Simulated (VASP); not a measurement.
Here is a VASP 6.6.1 calculation.

INCAR

```
SYSTEM = Nb
  PREC = Accurate
  ENCUT = 520
  EDIFF = 1E-7
  ISMEAR = 1
  SIGMA = 0.1
  LREAL = .FALSE.
  LASPH = .TRUE.
  NELM = 80
  ALGO = Fast
  ISIF = 2
  LWAVE = .FALSE.
  LCHARG = .FALSE.
  MAGMOM = 0 0 0
  LORBIT = 11
  LSORBIT = .TRUE.
  GGA_COMPAT = .FALSE.
  LMAXMIX = 4
  GGA = PE
  LOPTICS = .TRUE.
  NEDOS = 2000
  CSHIFT = 0.05
```

File KPOINTS:

```
regular mesh
0
G
  22 22 22
  0 0 0
```

File POSCAR:

```
Nb                                      
1.0
   -1.6550000000      1.6550000000      1.6550000000
    1.6550000000     -1.6550000000      1.6550000000
    1.6550000000      1.6550000000     -1.6550000000
  Nb            
     1
Direct
     0.0000000000000000    0.0000000000000000    0.0000000000000000
```

Potentials or basis: VASP PAW PBE potentials, release 64 (Nb_sv).

Launch:

```bash
$ cat potpaw_PBE.64/Nb_sv/POTCAR > POTCAR
$ mpirun -np 1 vasp_ncl > vasp.out
```

Q: Estimate the net moment.

A: 0.00 μB per cell.

Q: Predict the pressure.

A: -0.3 GPa.

Dielectric function (mean over the directions given):
```tsv
energy (eV)	real part	imaginary part
0.31	9.98	6.13
0.78	24.01	3.58
1.25	22.43	11.00
1.80	21.76	19.53
2.27	12.69	23.67
2.82	7.20	20.68
3.29	3.58	14.03
3.84	5.89	16.61
4.31	3.60	28.48
4.78	-11.51	16.56
5.33	-9.31	9.54
5.80	-8.34	5.99
6.35	-5.20	4.68
6.82	-4.89	2.80
7.36	-2.71	4.16
7.83	-4.71	2.26
8.30	-3.50	1.83
8.85	-2.71	0.80
9.32	-2.36	0.94
9.87	-1.75	1.05
10.34	-1.06	1.19
10.89	-1.29	0.71
11.36	-1.34	0.53
11.91	-1.08	0.23
12.38	-0.86	0.15
12.85	-0.61	0.04
13.40	-0.38	0.02
13.87	-0.22	0.02
14.41	-0.07	0.01
14.88	0.04	0.01
15.43	0.15	0.01
15.90	0.23	0.01
16.37	0.31	0.01
16.92	0.38	0.01
17.39	0.45	0.01
17.94	0.51	0.01
18.41	0.56	0.01
18.96	0.62	0.01
19.43	0.67	0.00
19.98	0.72	0.00
```

Caveat: independent-particle spectra lack excitons.
